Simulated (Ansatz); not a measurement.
N (P6_3/mmc) from a database of computed structures (r2SCAN+rVV10 geometry), in Ansatz:

```cif
data_structure
_symmetry_space_group_name_H-M 'P6_3/mmc'
_symmetry_Int_Tables_number 194
_cell_length_a 3.5804
_cell_length_b 3.5804
_cell_length_c 7.6415
_cell_angle_alpha 90.000
_cell_angle_beta 90.000
_cell_angle_gamma 120.000
_cell_volume 84.84
loop_
_atom_site_label
_atom_site_type_symbol
_atom_site_symmetry_multiplicity
_atom_site_Wyckoff_symbol
_atom_site_fract_x
_atom_site_fract_y
_atom_site_fract_z
_atom_site_occupancy
N1 N 4 f 0.33333 0.66667 0.32157 1
```

G0W0@r2SCAN with 319 empty bands, a screening cutoff of 140 eV and a 6×6×2 mesh (PAW, contour deformation) gives 13.708 eV over the mesh points, from an r2SCAN gap of 7.737 eV; it sums over 329 bands with 321 plane waves in the screening and a wave cutoff of 500 eV. The G0W0 figures hold for the stated bands, cutoff and mesh and aren't extrapolated. Calculated for a static, non-magnetic cell.

**Question.** Estimate the gap with empty bands 586, screening cutoff 210 eV.

**Answer.** 13.756 eV (+0.048 eV), from a Kohn-Sham gap of 7.737 eV.

**Question.** Estimate the gap with potentials of the kind norm-conserving.

**Answer.** 13.670 eV (-0.038 eV), from a Kohn-Sham gap of 7.744 eV.
